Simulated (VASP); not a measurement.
# Os: equation of state with PBE

Crystal: Os.

```xyz
1
Lattice="0.0000 1.9450 1.9450 1.9450 0.0000 1.9450 1.9450 1.9450 0.0000" Properties=species:S:1:pos:R:3 pbc="T T T"
Os    0.0000    0.0000    0.0000
```

This isn't the form of Os at room conditions, which is hcp.

* Program: VASP 6.6.1
* Task: equation of state
* Functional: PBE
* Potentials or basis: VASP PAW PBE potentials, release 64 (Os)
* Cutoff: 520 eV
* k mesh: 12 × 12 × 12
* Occupations: fermi-dirac, width 0.05 eV
* Spin: no spin polarisation

The equilibrium volume is 14.32 Å³/atom and the bulk modulus is 398 GPa. The pressure derivative of the bulk modulus is 5.0.

Energy against volume, from the lowest point:
| volume (Å³/atom) | energy (meV/atom) |
| --- | --- |
| 13.833 | 21.21 |
| 14.127 | 2.47 |
| 14.422 | 0.00 |
| 14.716 | 11.93 |
| 15.010 | 36.65 |
| 15.305 | 72.61 |
| 15.599 | 118.53 |

All runs of the series together: 44 s on 1 thread of AMD EPYC 9R45 (Zen 5) (shared host).

The run has no spin-orbit coupling, so splittings on Os are missing.
